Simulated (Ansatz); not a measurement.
BN (P6_3/mmc), a vibration from a frozen displacement

The calculation used DFT PBE, scalar-relativistic, plane waves, PAW in Ansatz 0.2.0. The runs took a 420 eV cutoff, a Γ-centred 12×12×4 mesh and Gaussian smearing (0.05 eV). No spin polarisation. Energies are free energies at this smearing, counted from the undisturbed cell; pressure is positive in compression.

The starting cell (relaxed at this level):

```xyz
4
Lattice="2.5122 0.0000 0.0000 -1.2561 2.1756 0.0000 0.0000 0.0000 8.3437" Properties=species:S:1:pos:R:3 pbc="T T T"
B     0.0000    1.4504    2.0859
B     1.2561    0.7252    6.2578
N     0.0000    1.4504    6.2578
N     1.2561    0.7252    2.0859
```

The cell holds layers and no dispersion correction was added, so their binding is poorly described.

Every B atom is moved by x along the Cartesian unit vector (0.707, 0.707, 0.000); the cell and all other atoms stay fixed. The cell's volume is 45.60 Å³; the moved atoms weigh 21.620 u together and the others 28.014 u. Some rows repeat others by symmetry and weren't run.

| x (Å) | ΔE (meV/cell) | total force on the moved atoms along the move (eV/Å) | pressure (GPa) |
| --- | --- | --- | --- |
| -0.1000 | 405.74 | 8.1474 | 3.0081 |
| -0.0875 | 310.36 | 7.1153 | 2.3033 |
| -0.0750 | 227.84 | 6.0890 | 1.6935 |
| -0.0625 | 158.11 | 5.0672 | 1.1782 |
| -0.0500 | 101.14 | 4.0494 | 0.7570 |
| -0.0375 | 56.87 | 3.0345 | 0.4298 |
| -0.0250 | 25.27 | 2.0218 | 0.1962 |
| -0.0125 | 6.32 | 1.0106 | 0.0561 |
| 0.0000 | 0.00 | 0.0000 | 0.0094 |
| 0.0125 | 6.32 | -1.0106 | 0.0561 |
| 0.0250 | 25.27 | -2.0218 | 0.1962 |
| 0.0375 | 56.87 | -3.0345 | 0.4298 |
| 0.0500 | 101.14 | -4.0494 | 0.7570 |
| 0.0625 | 158.11 | -5.0672 | 1.1782 |
| 0.0750 | 227.84 | -6.0890 | 1.6935 |
| 0.0875 | 310.36 | -7.1153 | 2.3033 |
| 0.1000 | 405.74 | -8.1474 | 3.0081 |

**Question.** What frequency belongs to this motion?

**Answer.** The force constant is k = −dF/dx = 80.848 eV/Å², from the parabola through x = -0.0125, 0 and 0.0125. In every cell the moved atoms swing against the rest, so the mass is μ = m₁m₂/(m₁ + m₂) = 12.203 u, and ν̃ = 521.5 cm⁻¹ × √(|k|/μ) = 1342 cm⁻¹. To first order in x, and within 1 %, the force on every atom lies along the move and, within each of the two groups, in proportion to the atom's mass, so this is itself a mode at the zone centre of this cell, taken without macroscopic field (the transverse frequency in a polar insulator).

**Question.** How far does the harmonic law reach?

**Answer.** At x = -0.100 Å, kx²/2 = 404.24 meV against the computed 405.74 meV (+0.4 %): the well is still close to harmonic there.

**Question.** The pressure changes with x². What does that say about the frequency under compression?

**Answer.** With E = k(V)x²/2, k ∝ V^(−2γ) and x scaling with the cell as V^(1/3), P − P0 = −∂E/∂V = (2γ − 2/3) ΔE/V. At x = 0.0250 Å, V(P − P0) = 45.60 × 0.18681 / 160.2 eV = 53.17 meV and ΔE = 25.27 meV, so γ = 1/3 + V(P − P0)/(2ΔE) = 1.39. This is the Grüneisen parameter of the motion under uniform scaling of the cell: shrinking the cell evenly by 1 % in volume raises the frequency by about 1.39 %.

Cost: 9 runs of about 0.69 core-minutes in all, on Intel Xeon 6975P-C (Granite Rapids) (shared hosts).